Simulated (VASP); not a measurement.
# Ta (Im-3m) in VASP: further runs

One crystal, Ta, is run at these levels: r2SCAN; tasks: relaxation of the atoms.

Everything below comes from runs of VASP 6.6.1. Logs are shortened: lines on timing, memory, paths and dates and some standing lists are left out, and cuts for length are marked.

### 1 Starting point

The structure is cubic, space group Im-3m (No. 229). Conventional cell: a = 3.310 Å, b = 3.310 Å, c = 3.310 Å, α = 90.00°, β = 90.00°, γ = 90.00°. Around Ta (site symmetry m-3m) lie 8 Ta at 2.87 Å.

### 2 Relaxation of the atoms, r2SCAN (a relaxed cell with its volume scaled by 0.96)

Contents of INCAR:

```
SYSTEM = Ta
PREC = Accurate
ENCUT = 600
EDIFF = 1E-7
ISMEAR = 1
SIGMA = 0.1
LREAL = .False.
LASPH = .True.
NELM = 80
ALGO = Normal
ISIF = 2
LWAVE = .False.
LCHARG = .False.
METAGGA = R2SCAN
LMIXTAU = .True.
IBRION = 2
NSW = 40
EDIFFG = -0.01
```

Contents of KPOINTS:

```
regular mesh
0
Gamma
  16 16 16
  0 0 0
```

Contents of POSCAR:

```
Ta                                      
1.0
   -1.6328387491      1.6328387491      1.6328387491
    1.6328387491     -1.6328387491      1.6328387491
    1.6328387491      1.6328387491     -1.6328387491
  Ta            
     1
Direct
     0.0000000000000000    0.0000000000000000    0.0000000000000000
```

Potentials or basis: VASP PAW PBE potentials, release 64 (Ta_pv).

Launch:

```bash
> cat potpaw_PBE.64/Ta_pv/POTCAR > POTCAR
> mpirun -np 1 vasp_std > vasp.out
```

OUTCAR:

```text
SYSTEM = Ta
   PREC = Accurate
   ENCUT = 600
   EDIFF = 1E-7
   ISMEAR = 1
   LREAL = .False.
   LASPH = .True.
   NELM = 80
   ISIF = 2
   METAGGA = R2SCAN
   IBRION = 2
   NSW = 40
   EDIFFG = -0.01

 ion  position               nearest neighbor table
   1  0.000  0.000  0.000-

  LATTYP: Found a body centered cubic cell.
 ALAT       =     3.2656774982

  Lattice vectors:

 A1 = (  -1.6328387491,   1.6328387491,   1.6328387491)
 A2 = (   1.6328387491,  -1.6328387491,   1.6328387491)
 A3 = (   1.6328387491,   1.6328387491,  -1.6328387491)

Analysis of symmetry for initial positions (statically):
=====================================================================
 Subroutine PRICEL returns:
 Original cell was already a primitive cell.

 Routine SETGRP: Setting up the symmetry group for a
 body centered cubic supercell.

 Subroutine GETGRP returns: Found 48 space group operations
 (whereof 48 operations were pure point group operations)
 out of a pool of 48 trial point group operations.

The static configuration has the point symmetry O_h .

Analysis of symmetry for dynamics (positions and initial velocities):
=====================================================================
 Subroutine PRICEL returns:
 Original cell was already a primitive cell.

 Routine SETGRP: Setting up the symmetry group for a
 body centered cubic supercell.

 Subroutine GETGRP returns: Found 48 space group operations
 (whereof 48 operations were pure point group operations)
 out of a pool of 48 trial point group operations.

The dynamic configuration has the point symmetry O_h .

 Subroutine INISYM returns: Found 48 space group operations
 (whereof 48 operations are pure point group operations),
 and found     1 'primitive' translations

----------------------------------------------------------------------------------------

                                     Primitive cell

  volume of cell :      17.4137

  direct lattice vectors                    reciprocal lattice vectors
    -1.632838749  1.632838749  1.632838749     0.000000000  0.306215173  0.306215173
     1.632838749 -1.632838749  1.632838749     0.306215173  0.000000000  0.306215173
     1.632838749  1.632838749 -1.632838749     0.306215173  0.306215173  0.000000000

  length of vectors
[... 84 lines left out ...]
   IBRION =      2    ionic relax: 0-MD 1-quasi-New 2-CG
   NFREE  =      1    steps in history (QN), initial steepest desc. (CG)
   ISIF   =      2    stress and relaxation
   ISYM   =      2    0-nonsym 1-usesym 2-fastsym
   POTIM  = 0.5000    time-step for ionic-motion
   TEBEG  =    0.0;   TEEND  =   0.0 temperature during run
   PSTRESS=    0.0 pullay stress
   NELECT =      11.0000    total number of electrons
   NUPDOWN=      -1.0000    fix difference up-down
   EMIN   =  10.00;   EMAX   =-10.00  energy-range for DOS
   EFERMI =   0.00;   METHOD = LEGACY
   ISMEAR =     1;   SIGMA  =   0.10  broadening in eV -4-tet -1-fermi 0-gaus
   EFERMI_NEDOS =   21; number of points for ismear=-14 and -15
   IALGO  =     38    algorithm
   IMIX   =      4    mixing-type and parameters
     AMIX     =   0.40;   BMIX     =  1.00
     AMIX_MAG =   1.60;   BMIX_MAG =  1.00
  volume/ion in A,a.u.               =      17.41       117.51
  Fermi-wavevector in a.u.,A,eV,Ry     =   1.404675  2.654450 26.845806  1.973111
  Thomas-Fermi vector in A             =   2.527213
   LORBIT       =      0    0 simple, 1 ext, 2 COOP (PROOUT), +10 PAW based schemes
   METAGGA = R2SCAN    functional components
   LHFCALC =     F    Hartree Fock is set to
   AEXX    =    0.0000 exact exchange contribution
   IVDW    =     0    specifies the selected vdW correction
   LEPSILON=     F    determine dielectric tensor
   LRPA    =     F    only Hartree local field effects (RPA)
 conjugate gradient relaxation of ions
 non-spin polarized calculation
 Methfessel and Paxton  Order N= 1 SIGMA  =   0.10
  energy-cutoff  :      600.00
  volume of cell :       17.41
 maximum number of plane-waves:       603
   NGX = 11   NGY = 11   NGZ = 11

 number of electron      11.0000001 magnetization

 Free energy of the ion-electron system (eV)
  ---------------------------------------------------
  ext. energy  EPLUGINS =         0.00000000
  ---------------------------------------------------
  free energy    TOTEN  =       -48.55795118 eV

  energy without entropy =      -48.55791085  energy(sigma->0) =      -48.55793774

 E-fermi :   5.5719     XC(G=0): -13.9697

 val. band max:        5.5657961594   @ k =   0.3125   0.0625   0.0625
 cond. band min:       5.5856732993   @ k =  -0.3125   0.4375   0.1250
 fundamental gap:      0.0198771399
 Fermi energy:         5.5718636379

 k-point     1 :       0.0000    0.0000    0.0000
  band No.  band energies     occupation
      1     -28.4862      2.00000
      2     -28.4862      2.00000
      3     -28.4862      2.00000
      4      -2.8568      2.00000
      5       6.4401     -0.00000
      6       6.4401     -0.00000
      7       6.4401     -0.00000
      8      10.0459      0.00000
      9      10.0459      0.00000
[... 265 lines left out ...]
 k-point    24 :       0.2500    0.1875   -0.0000
  band No.  band energies     occupation
      1     -29.5713      2.00000
      2     -28.9330      2.00000
      3     -28.6052      2.00000
      4       1.6612      2.00000
      5       4.2214      2.00000
      6       4.9411      2.00000
      7       9.2990      0.00000
      8      10.9884      0.00000
      9      12.9078      0.00000

 [... further k-points ...]

------------------------ aborting loop because EDIFF is reached ----------------------------------------

  FORCE on cell =-STRESS in cart. coord.  units (eV):
  Direction    XX          YY          ZZ          XY          YZ          ZX
  --------------------------------------------------------------------------------------
  -------------------------------------------------------------------------------------
  Total        0.9524373      0.9524373      0.9524373      0.0000000     -0.0000000      0.0000000
  in kB       87.6308681     87.6308681     87.6308681      0.0000000     -0.0000000      0.0000000
  external PRESSURE =      87.6308681 kB  Pullay stress =       0.0000000 kB

 VOLUME and BASIS-vectors are now :
 -----------------------------------------------------------------------------
  energy-cutoff  :      600.00
  volume of cell :       17.41
      direct lattice vectors                 reciprocal lattice vectors
    -1.632838749  1.632838749  1.632838749     0.000000000  0.306215173  0.306215173
     1.632838749 -1.632838749  1.632838749     0.306215173  0.000000000  0.306215173
     1.632838749  1.632838749 -1.632838749     0.306215173  0.306215173  0.000000000

 POSITION                                       TOTAL-FORCE (eV/Angst)
 -----------------------------------------------------------------------------------
      0.00000      0.00000      0.00000         0.000000      0.000000     -0.000000
 -----------------------------------------------------------------------------------
    total drift:                                0.000000      0.000000      0.000000

  FREE ENERGIE OF THE ION-ELECTRON SYSTEM (eV)
  ---------------------------------------------------
  free  energy   TOTEN  =       -48.5579511838 eV

  energy  without entropy=      -48.5579108479  energy(sigma->0) =      -48.55793774

 reached required accuracy - stopping structural energy minimisation
```

OSZICAR:

```text
N       E                     dE             d eps       ncg     rms          rms(c)
DAV:   1     0.145844007856E+02    0.14584E+02   -0.72602E+03  2618   0.134E+03
DAV:   2    -0.509852749997E+02   -0.65570E+02   -0.64417E+02  3204   0.273E+02
DAV:   3    -0.518327070122E+02   -0.84743E+00   -0.81657E+00  3187   0.305E+01
DAV:   4    -0.518404901733E+02   -0.77832E-02   -0.77691E-02  3122   0.208E+00
[... 12 lines left out ...]
DAV:  17    -0.485579510095E+02    0.15463E-05   -0.44235E-07  2687   0.979E-03    0.206E-03
DAV:  18    -0.485579518506E+02   -0.84113E-06   -0.36670E-08  1323   0.332E-03    0.128E-03
DAV:  19    -0.485579509385E+02    0.91205E-06   -0.38272E-08  1318   0.259E-03    0.333E-04
DAV:  20    -0.485579511290E+02   -0.19049E-06   -0.64825E-09  1317   0.108E-03    0.104E-04
DAV:  21    -0.485579511838E+02   -0.54798E-07   -0.81379E-10  1317   0.404E-04
   1 F= -.48557951E+02 E0= -.48557938E+02  d E =-.485580E+02
```

Wall time 42 s (1 thread of Intel Xeon 6975P-C (Granite Rapids), shared host); peak memory 0.16 GiB.

Results:

```
Free energy             : -48.5580 eV
Pressure after relaxing : 8.8 GPa
Band gap on the k mesh  : none (metal or under the smearing width)
```

Final structure:
```cif
data_structure
_symmetry_space_group_name_H-M 'P 1'
_symmetry_Int_Tables_number 1
_cell_length_a 2.8282
_cell_length_b 2.8282
_cell_length_c 2.8282
_cell_angle_alpha 109.471
_cell_angle_beta 109.471
_cell_angle_gamma 109.471
_cell_volume 17.41
loop_
_atom_site_label
_atom_site_type_symbol
_atom_site_fract_x
_atom_site_fract_y
_atom_site_fract_z
_atom_site_occupancy
Ta1 Ta 0.00000 0.00000 0.00000 1
```

Caveat: the relaxation stopped at its first step, so nothing moved; the PAW data sets were made with another functional, which shifts forces and pressure a little.

### 3 Relaxation of the atoms, r2SCAN (a relaxed cell with its volume scaled by 0.98)

INCAR is that of step 2.

KPOINTS is that of step 2.

Contents of POSCAR:

```
Ta                                      
1.0
   -1.6441000618      1.6441000618      1.6441000618
    1.6441000618     -1.6441000618      1.6441000618
    1.6441000618      1.6441000618     -1.6441000618
  Ta            
     1
Direct
     0.0000000000000000    0.0000000000000000    0.0000000000000000
```

Potentials or basis: VASP PAW PBE potentials, release 64 (Ta_pv).

Launch:

```bash
> cat potpaw_PBE.64/Ta_pv/POTCAR > POTCAR
> mpirun -np 1 vasp_std > vasp.out
```

OUTCAR:

```text
SYSTEM = Ta
   PREC = Accurate
   ENCUT = 600
   EDIFF = 1E-7
   ISMEAR = 1
   LREAL = .False.
   LASPH = .True.
   NELM = 80
   ISIF = 2
   METAGGA = R2SCAN
   IBRION = 2
   NSW = 40
   EDIFFG = -0.01

 ion  position               nearest neighbor table
   1  0.000  0.000  0.000-

  LATTYP: Found a body centered cubic cell.
 ALAT       =     3.2882001236

  Lattice vectors:

 A1 = (  -1.6441000618,   1.6441000618,   1.6441000618)
 A2 = (   1.6441000618,  -1.6441000618,   1.6441000618)
 A3 = (   1.6441000618,   1.6441000618,  -1.6441000618)

Analysis of symmetry for initial positions (statically):
=====================================================================
 Subroutine PRICEL returns:
 Original cell was already a primitive cell.

 Routine SETGRP: Setting up the symmetry group for a
 body centered cubic supercell.

 Subroutine GETGRP returns: Found 48 space group operations
 (whereof 48 operations were pure point group operations)
 out of a pool of 48 trial point group operations.

[... 165 lines left out ...]
 cond. band min:       5.4248272680   @ k =  -0.3125   0.4375   0.1250
 fundamental gap:      0.0291012990
 Fermi energy:         5.4051770957

 k-point     1 :       0.0000    0.0000    0.0000
  band No.  band energies     occupation
      1     -28.7434      2.00000
      2     -28.7434      2.00000
      3     -28.7434      2.00000
      4      -2.9484      2.00000
      5       6.2714     -0.00000
      6       6.2714     -0.00000
      7       6.2714     -0.00000
      8       9.8033      0.00000
      9       9.8033      0.00000
[... 265 lines left out ...]
 k-point    24 :       0.2500    0.1875    0.0000
  band No.  band energies     occupation
      1     -29.7579      2.00000
      2     -29.1612      2.00000
      3     -28.8544      2.00000
      4       1.5236      2.00000
      5       4.0991      2.00000
      6       4.7810      2.00000
      7       9.0698      0.00000
      8      10.7034      0.00000
      9      12.5636      0.00000

 [... further k-points ...]

------------------------ aborting loop because EDIFF is reached ----------------------------------------

  FORCE on cell =-STRESS in cart. coord.  units (eV):
  Direction    XX          YY          ZZ          XY          YZ          ZX
  --------------------------------------------------------------------------------------
  -------------------------------------------------------------------------------------
  Total        0.4605985      0.4605985      0.4605985     -0.0000000     -0.0000000      0.0000000
  in kB       41.5134077     41.5134077     41.5134077     -0.0000000     -0.0000000      0.0000000
  external PRESSURE =      41.5134077 kB  Pullay stress =       0.0000000 kB

 VOLUME and BASIS-vectors are now :
 -----------------------------------------------------------------------------
  energy-cutoff  :      600.00
  volume of cell :       17.78
      direct lattice vectors                 reciprocal lattice vectors
    -1.644100062  1.644100062  1.644100062     0.000000000  0.304117743  0.304117743
     1.644100062 -1.644100062  1.644100062     0.304117743  0.000000000  0.304117743
     1.644100062  1.644100062 -1.644100062     0.304117743  0.304117743  0.000000000

 POSITION                                       TOTAL-FORCE (eV/Angst)
 -----------------------------------------------------------------------------------
      0.00000      0.00000      0.00000         0.000000      0.000000      0.000000
 -----------------------------------------------------------------------------------
    total drift:                                0.000000      0.000000     -0.000000

  FREE ENERGIE OF THE ION-ELECTRON SYSTEM (eV)
  ---------------------------------------------------
  free  energy   TOTEN  =       -48.5725657105 eV

  energy  without entropy=      -48.5721675142  energy(sigma->0) =      -48.57243298

 reached required accuracy - stopping structural energy minimisation
```

OSZICAR:

```text
N       E                     dE             d eps       ncg     rms          rms(c)
DAV:   1     0.138470398748E+02    0.13847E+02   -0.72543E+03  2610   0.135E+03
DAV:   2    -0.511678454465E+02   -0.65015E+02   -0.63927E+02  3310   0.272E+02
DAV:   3    -0.518688257964E+02   -0.70098E+00   -0.65979E+00  3115   0.288E+01
[... 12 lines left out ...]
DAV:  16    -0.485725674198E+02   -0.65699E-05   -0.29350E-06  2676   0.225E-02    0.401E-03
DAV:  17    -0.485725655204E+02    0.18994E-05   -0.36058E-07  2663   0.893E-03    0.153E-03
DAV:  18    -0.485725665297E+02   -0.10093E-05   -0.41885E-08  1327   0.339E-03    0.618E-04
DAV:  19    -0.485725654035E+02    0.11261E-05   -0.10902E-08  1326   0.189E-03    0.452E-04
DAV:  20    -0.485725657784E+02   -0.37490E-06   -0.58331E-09  1320   0.101E-03    0.138E-04
DAV:  21    -0.485725657105E+02    0.67928E-07   -0.76924E-10  1315   0.371E-04
   1 F= -.48572566E+02 E0= -.48572433E+02  d E =-.485726E+02
```

It took 41 s on 1 thread of Intel Xeon 6975P-C (Granite Rapids), shared host; peak memory 0.17 GiB.

Results:

```
Free energy             : -48.5726 eV
Pressure after relaxing : 4.2 GPa
Band gap on the k mesh  : none (metal or under the smearing width)
```

Final structure:
```cif
data_structure
_symmetry_space_group_name_H-M 'P 1'
_symmetry_Int_Tables_number 1
_cell_length_a 2.8477
_cell_length_b 2.8477
_cell_length_c 2.8477
_cell_angle_alpha 109.471
_cell_angle_beta 109.471
_cell_angle_gamma 109.471
_cell_volume 17.78
loop_
_atom_site_label
_atom_site_type_symbol
_atom_site_fract_x
_atom_site_fract_y
_atom_site_fract_z
_atom_site_occupancy
Ta1 Ta 0.00000 0.00000 0.00000 1
```

Levels at points of the mesh, in eV from the Fermi level:
```
           k point  band 3  band 4  band 5  band 6  band 7  band 8
(0.00, 0.00, 0.00)  -34.15   -8.35    0.87    0.87    0.87    4.40
(0.50, 0.00, 0.00)  -34.16   -4.60   -1.58    1.56    4.28    5.36
(0.50, 0.50, 0.50)  -35.04   -4.01   -4.01    7.25    7.25    7.25
```

Caveat: the relaxation stopped at its first step, so nothing moved; the PAW data sets were made with another functional, which shifts forces and pressure a little. Spin-orbit coupling is left out, which matters for the levels of Ta.

### 4 Relaxation of the atoms, r2SCAN

INCAR is that of step 3.

KPOINTS is that of step 3.

Contents of POSCAR:

```
Ta                                      
1.0
   -1.6552091830      1.6552091830      1.6552091830
    1.6552091830     -1.6552091830      1.6552091830
    1.6552091830      1.6552091830     -1.6552091830
  Ta            
     1
Direct
     0.0000000000000000    0.0000000000000000    0.0000000000000000
```

Launch:

```bash
> cat potpaw_PBE.64/Ta_pv/POTCAR > POTCAR
> mpirun -np 1 vasp_std > vasp.out
```

Wall time 37 s (1 thread of Intel Xeon 6975P-C (Granite Rapids), shared host); peak memory 0.16 GiB.

It converged, with:

```
Free energy             : -48.5773 eV
Pressure after relaxing : 0.0 GPa
Band gap on the k mesh  : none (metal or under the smearing width)
```

Final structure:
```xyz
1
Lattice="-1.6552 1.6552 1.6552 1.6552 -1.6552 1.6552 1.6552 1.6552 -1.6552" Properties=species:S:1:pos:R:3 pbc="T T T"
Ta    0.0000    0.0000    0.0000
```

Levels at points of the mesh, in eV from the Fermi level:
| k point | band 1 | band 2 | band 3 | band 4 | band 5 | band 6 | band 7 | band 8 | band 9 |
| --- | --- | --- | --- | --- | --- | --- | --- | --- | --- |
| (0.00, 0.00, 0.00) | -34.24 | -34.24 | -34.24 | -8.28 | 0.86 | 0.86 | 0.86 | 4.32 | 4.32 |
| (0.50, 0.00, 0.00) | -35.44 | -34.62 | -34.25 | -4.50 | -1.52 | 1.46 | 4.19 | 5.25 | 8.04 |
| (0.50, 0.50, 0.50) | -35.07 | -35.07 | -35.07 | -3.88 | -3.88 | 7.07 | 7.07 | 7.07 | 8.97 |

Caveat: the relaxation stopped at its first step, so nothing moved; the PAW data sets were made with another functional, which shifts forces and pressure a little.

### 5 Relaxation of the atoms, r2SCAN (a relaxed cell with its volume scaled by 1.02)

INCAR is that of step 4.

KPOINTS is that of step 4.

Contents of POSCAR:

```
Ta                                      
1.0
   -1.6661711527      1.6661711527      1.6661711527
    1.6661711527     -1.6661711527      1.6661711527
    1.6661711527      1.6661711527     -1.6661711527
  Ta            
     1
Direct
     0.0000000000000000    0.0000000000000000    0.0000000000000000
```

Launch:

```bash
> cat potpaw_PBE.64/Ta_pv/POTCAR > POTCAR
> mpirun -np 1 vasp_std > vasp.out
```

Wall time 45 s (1 thread of Intel Xeon 6975P-C (Granite Rapids), shared host); peak memory 0.17 GiB.

The run converged. Its results:

| Item | Value |
| --- | --- |
| Free energy | -48.5730 eV |
| Pressure after relaxing | -3.8 GPa |
| Band gap on the k mesh | none (metal or under the smearing width) |

Final structure:
```
Ta
1.0
    -1.66617    1.66617    1.66617
     1.66617   -1.66617    1.66617
     1.66617    1.66617   -1.66617
Ta
1
Direct
  0.00000 0.00000 0.00000
```

Levels at points of the mesh, in eV from the Fermi level:
| k point | band 4 | band 5 | band 6 | band 7 | band 8 | band 9 |
| --- | --- | --- | --- | --- | --- | --- |
| (0.00, 0.00, 0.00) | -8.20 | 0.86 | 0.86 | 0.86 | 4.25 | 4.25 |
| (0.50, 0.00, 0.00) | -4.42 | -1.47 | 1.37 | 4.10 | 5.14 | 7.84 |
| (0.50, 0.50, 0.50) | -3.76 | -3.76 | 6.91 | 6.91 | 6.91 | 8.78 |

Caveat: the relaxation stopped at its first step, so nothing moved; the PAW data sets were made with another functional, which shifts forces and pressure a little.

### 6 The runs side by side

| cell | gap on the mesh (eV) | pressure (GPa) |
| --- | --- | --- |
| atoms relaxed from: a relaxed cell with its volume scaled by 0.96 | none | 8.8 |
| atoms relaxed from: a relaxed cell with its volume scaled by 0.98 | none | 4.2 |
| atoms relaxed | none | 0.0 |
| atoms relaxed from: a relaxed cell with its volume scaled by 1.02 | none | -3.8 |

Alike in all rows: task relaxation of the atoms; level r2SCAN; potentials or basis VASP PAW PBE potentials, release 64 (Ta_pv); no spin polarisation; k mesh 16 × 16 × 16; cutoff (eV) 600; smearing methfessel-paxton 0.1 eV.

Caveats: the relaxation stopped at its first step, so nothing moved; the PAW data sets were made with another functional, which shifts forces and pressure a little.

Total energies depend on the potentials used, so only differences within one code and one set of settings carry meaning.
